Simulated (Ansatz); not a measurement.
# Hg (I4/mmm) in Ansatz: further runs, part 2 of 2

Ansatz 0.2.0.

**5. Ladder of functionals, LDA (cell strained at random at fixed volume)**

run.py reads:

```python
import json

import ase.io
import numpy as np

import ansatz as az

atoms = ase.io.read("POSCAR", format="vasp")

calculation = (
    az.Crystal.from_ase(atoms)
    .calculation()
    .kpoints(8, 8, 7)
    .functional("lda")
    .pseudopotentials(kind="nc", accuracy="standard", xc_functional="lda")
    .occupations(method="cold", width=0.05)
    .density()
    .potential()
    .output_files(volumetric_format="npy")
    .electron_localization_function()
    .xc_energy_on_converged_density(("pbe", "pbesol", "rpbe", "revpbe", "blyp", "r2scan"))
    .forces()
    .stress()
    .band_table(publish=True)
)
outcome = calculation.run(threads=2, events_out="events.jsonl")

report = outcome.report
for line in open("events.jsonl"):
    event = json.loads(line)
    if event["event"] == "scf_iter":
        d = event["data"]
        print(f"SCF {d['iter']:3d}  HF = {d['harris_foulkes_ev']:.6f} eV  dr2 = {d['dr2_ev']:.2e} eV")
    elif event["event"] in ("relax_step", "md_step"):
        d = event["data"]
        print(f"{event['event']} {d['step']:3d}  E = {d['lagrangian_ev']:.6f} eV")
np.set_printoptions(precision=5, suppress=True, linewidth=110)
print("converged:", report["converged"], "after", report["n_iterations"], "iterations")
print(f"free energy {report['free_energy_ev']:.6f} eV, Fermi level {report['fermi_energy_ev']:.4f} eV")
for key in ("band_edges_ev", "magnetization_mub", "site_moments_mub", "site_moments_nc_mub", "forces_ev_ang",
                "stress_gpa", "kpoints_frac", "eigenvalues_ev"):
    if report.get(key) is not None:
        print(key, np.array(report[key]), sep="\n")
```

POSCAR reads:

```
Hg
1.0
   -1.8940130000      1.8657810000      1.8596550000
    1.8323600000     -1.9277450000      1.8599600000
    1.9461540000      1.9798870000     -1.9203230000
Hg
1
Direct
    0.4865420000      0.4332330000     -0.0135490000
```

Potentials or basis: PseudoDojo LDA.

Run with:

```console
python run.py
```

Standard output:

```text
DeckWarning: basis.ecutwfc = 816.341587 eV, auto-derived from the records' recommended cutoffs: set by Hg (normal level)
PlacementWarning: RAYON_NUM_THREADS=2 ignored (pool sized by the plan → 2); use plan(threads=…)
SCF   1  HF = -4536.605713 eV  dr2 = 1.08e-01 eV
SCF   2  HF = -4536.573387 eV  dr2 = 9.21e-03 eV
SCF   3  HF = -4536.570554 eV  dr2 = 1.17e-03 eV
SCF   4  HF = -4536.570287 eV  dr2 = 4.29e-05 eV
SCF   5  HF = -4536.570286 eV  dr2 = 5.45e-07 eV
SCF   6  HF = -4536.570286 eV  dr2 = 4.87e-09 eV
converged: True after 6 iterations
free energy -4536.570286 eV, Fermi level 11.6629 eV
magnetization_mub
0.0
forces_ev_ang
[[0. 0. 0.]]
stress_gpa
[[-5.0842   0.3602   0.03519]
 [ 0.3602  -3.82782  0.01102]
 [ 0.03519  0.01102 -4.26243]]
kpoints_frac
[[ 0.       0.       0.     ]
 [ 0.       0.       0.14286]
 [ 0.       0.       0.28571]
 [ 0.       0.       0.42857]
 [ 0.       0.125    0.     ]
 [ 0.       0.125    0.14286]
 [ 0.       0.125    0.28571]
 [ 0.       0.125    0.42857]
 [ 0.       0.125   -0.42857]
 [ 0.       0.125   -0.28571]
 [ 0.       0.125   -0.14286]
 [ 0.       0.25     0.     ]
 [ 0.       0.25     0.14286]
 [ 0.       0.25     0.28571]
 [ 0.       0.25     0.42857]
 [ 0.       0.25    -0.42857]
 [ 0.       0.25    -0.28571]
 [ 0.       0.25    -0.14286]
 [ 0.       0.375    0.     ]
 [ 0.       0.375    0.14286]
 [ 0.       0.375    0.28571]
 [ 0.       0.375    0.42857]
 [ 0.       0.375   -0.42857]
 [ 0.       0.375   -0.28571]
 [ 0.       0.375   -0.14286]
 [ 0.      -0.5      0.     ]
 [ 0.      -0.5      0.14286]
 [ 0.      -0.5      0.28571]
 [ 0.      -0.5      0.42857]
 [ 0.125    0.       0.     ]
 [ 0.125    0.       0.14286]
 [ 0.125    0.       0.28571]
 [ 0.125    0.       0.42857]
 [ 0.125    0.      -0.42857]
 [ 0.125    0.      -0.28571]
 [ 0.125    0.      -0.14286]
 [ 0.125    0.125    0.     ]
 [ 0.125    0.125    0.14286]
 [ 0.125    0.125    0.28571]
 [ 0.125    0.125    0.42857]
 [ 0.125    0.125   -0.42857]
 [ 0.125    0.125   -0.28571]
 [ 0.125    0.125   -0.14286]
 [ 0.125    0.25     0.     ]
 [ 0.125    0.25     0.14286]
 [ 0.125    0.25     0.28571]
 [ 0.125    0.25     0.42857]
 [ 0.125    0.25    -0.42857]
 [ 0.125    0.25    -0.28571]
 [ 0.125    0.25    -0.14286]
 [ 0.125    0.375    0.     ]
 [ 0.125    0.375    0.14286]
 [ 0.125    0.375    0.28571]
 [ 0.125    0.375    0.42857]
 [ 0.125    0.375   -0.42857]
 [ 0.125    0.375   -0.28571]
 [ 0.125    0.375   -0.14286]
 [ 0.125   -0.5      0.     ]
 [ 0.125   -0.5      0.14286]
 [ 0.125   -0.5      0.28571]
 [ 0.125   -0.5      0.42857]
 [ 0.125   -0.5     -0.42857]
 [ 0.125   -0.5     -0.28571]
 [ 0.125   -0.5     -0.14286]
 [ 0.125   -0.375    0.     ]
 [ 0.125   -0.375    0.14286]
 [ 0.125   -0.375    0.28571]
 [ 0.125   -0.375    0.42857]
 [ 0.125   -0.375   -0.42857]
 [ 0.125   -0.375   -0.28571]
 [ 0.125   -0.375   -0.14286]
 [ 0.125   -0.25     0.     ]
 [ 0.125   -0.25     0.14286]
 [ 0.125   -0.25     0.28571]
 [ 0.125   -0.25     0.42857]
 [ 0.125   -0.25    -0.42857]
 [ 0.125   -0.25    -0.28571]
 [ 0.125   -0.25    -0.14286]
 [ 0.125   -0.125    0.     ]
 [ 0.125   -0.125    0.14286]
 [ 0.125   -0.125    0.28571]
 [ 0.125   -0.125    0.42857]
 [ 0.125   -0.125   -0.42857]
[... 56 lines left out ...]
 [ 0.25    -0.125   -0.28571]
 [ 0.25    -0.125   -0.14286]
 [ 0.375    0.       0.     ]
 [ 0.375    0.       0.14286]
 [ 0.375    0.       0.28571]
 [ 0.375    0.       0.42857]
 [ 0.375    0.      -0.42857]
 [ 0.375    0.      -0.28571]
 [ 0.375    0.      -0.14286]
 [ 0.375    0.125    0.     ]
 [ 0.375    0.125    0.14286]
 [ 0.375    0.125    0.28571]
 [ 0.375    0.125    0.42857]
 [ 0.375    0.125   -0.42857]
 [ 0.375    0.125   -0.28571]
 [ 0.375    0.125   -0.14286]
 [ 0.375    0.25     0.     ]
 [ 0.375    0.25     0.14286]
 [ 0.375    0.25     0.28571]
 [ 0.375    0.25     0.42857]
 [ 0.375    0.25    -0.42857]
 [ 0.375    0.25    -0.28571]
 [ 0.375    0.25    -0.14286]
 [ 0.375    0.375    0.     ]
 [ 0.375    0.375    0.14286]
 [ 0.375    0.375    0.28571]
 [ 0.375    0.375    0.42857]
 [ 0.375    0.375   -0.42857]
 [ 0.375    0.375   -0.28571]
 [ 0.375    0.375   -0.14286]
 [ 0.375   -0.5      0.     ]
 [ 0.375   -0.5      0.14286]
 [ 0.375   -0.5      0.28571]
 [ 0.375   -0.5      0.42857]
 [ 0.375   -0.5     -0.42857]
 [ 0.375   -0.5     -0.28571]
 [ 0.375   -0.5     -0.14286]
 [ 0.375   -0.375    0.     ]
 [ 0.375   -0.375    0.14286]
 [ 0.375   -0.375    0.28571]
 [ 0.375   -0.375    0.42857]
 [ 0.375   -0.375   -0.42857]
 [ 0.375   -0.375   -0.28571]
 [ 0.375   -0.375   -0.14286]
 [ 0.375   -0.25     0.     ]
 [ 0.375   -0.25     0.14286]
 [ 0.375   -0.25     0.28571]
 [ 0.375   -0.25     0.42857]
 [ 0.375   -0.25    -0.42857]
 [ 0.375   -0.25    -0.28571]
 [ 0.375   -0.25    -0.14286]
 [ 0.375   -0.125    0.     ]
 [ 0.375   -0.125    0.14286]
 [ 0.375   -0.125    0.28571]
 [ 0.375   -0.125    0.42857]
 [ 0.375   -0.125   -0.42857]
 [ 0.375   -0.125   -0.28571]
 [ 0.375   -0.125   -0.14286]
 [-0.5      0.       0.     ]
 [-0.5      0.       0.14286]
 [-0.5      0.       0.28571]
 [-0.5      0.       0.42857]
 [-0.5      0.125    0.     ]
 [-0.5      0.125    0.14286]
 [-0.5      0.125    0.28571]
 [-0.5      0.125    0.42857]
 [-0.5      0.125   -0.42857]
 [-0.5      0.125   -0.28571]
 [-0.5      0.125   -0.14286]
 [-0.5      0.25     0.     ]
 [-0.5      0.25     0.14286]
 [-0.5      0.25     0.28571]
 [-0.5      0.25     0.42857]
 [-0.5      0.25    -0.42857]
 [-0.5      0.25    -0.28571]
 [-0.5      0.25    -0.14286]
 [-0.5      0.375    0.     ]
 [-0.5      0.375    0.14286]
 [-0.5      0.375    0.28571]
 [-0.5      0.375    0.42857]
 [-0.5      0.375   -0.42857]
 [-0.5      0.375   -0.28571]
 [-0.5      0.375   -0.14286]
 [-0.5     -0.5      0.     ]
 [-0.5     -0.5      0.14286]
 [-0.5     -0.5      0.28571]
 [-0.5     -0.5      0.42857]]
eigenvalues_ev
[[-102.8332   -51.00919  -51.00729 ...   25.56433   25.90316   26.32341]
 [-102.83309  -51.01018  -51.00851 ...   24.65413   24.81623   26.29268]
 [-102.83287  -51.01791  -51.01089 ...   22.63694   22.94613   25.88651]
 ...
 [-102.8324   -51.0309   -51.01764 ...   19.23026   21.05973   26.62419]
 [-102.83223  -51.02956  -51.02111 ...   17.43072   19.39921   23.28633]
 [-102.83205  -51.02851  -51.02489 ...   16.15505   16.57165   21.57198]]
```

rho_z.tsv:

```text
# z_ang	rho[e/angstrom^3]
# format = ansatz-planar-average/11
# lattice	-1.894013000	1.865781000	1.859655000
# lattice	1.832360000	-1.927745000	1.859960000
# lattice	1.946154000	1.979887000	-1.920323000
# sites	1
# site	80	-0.154046494	0.045792581	1.736614770
0.000000	1.739579e0
0.105490	1.718529e0
0.210979	1.653468e0
0.316469	1.516712e0
0.421958	1.302752e0
0.527448	1.042514e0
[... 24 lines left out ...]
3.164685	1.713078e0
3.270175	1.738338e0
```

It took 6.7 s on 2 threads of AMD EPYC 7R43 (Zen 3), shared host; peak memory 0.54 GiB.

What came out:

| Property | Result |
| --- | --- |
| Free energy | -4536.5703 eV |
| Pressure | -4.4 GPa |
| Band gap on the k mesh | none (metal or under the smearing width) |

The run has no spin-orbit coupling, so splittings on Hg are missing.

**6. Overview**

| task | level | potentials or basis | cell | k mesh | cutoff (eV) | smearing | driver | gap on the mesh (eV) | pressure (GPa) |
| --- | --- | --- | --- | --- | --- | --- | --- | --- | --- |
| density of states | PBE+D4 | SPMS NC | as given | 10 × 10 × 10 | 626 | methfessel-paxton 0.1 eV | chain | none | -0.7 |
| density of states | PBE+D4 | SPMS NC | as given | 10 × 10 × 10 | 626 | methfessel-paxton 0.1 eV | - | none | -0.7 |
| ladder of functionals | LDA | PseudoDojo LDA | cell strained at random at fixed volume | 8 × 8 × 7 | 816 | cold 0.05 eV | chain | none | -4.4 |

Alike in all rows: no spin polarisation.

Caveats: pairwise dispersion overbinds metals, which lowers pressure and volume (some runs).

Total energies depend on the potentials used, so only differences within one code and one set of settings carry meaning.
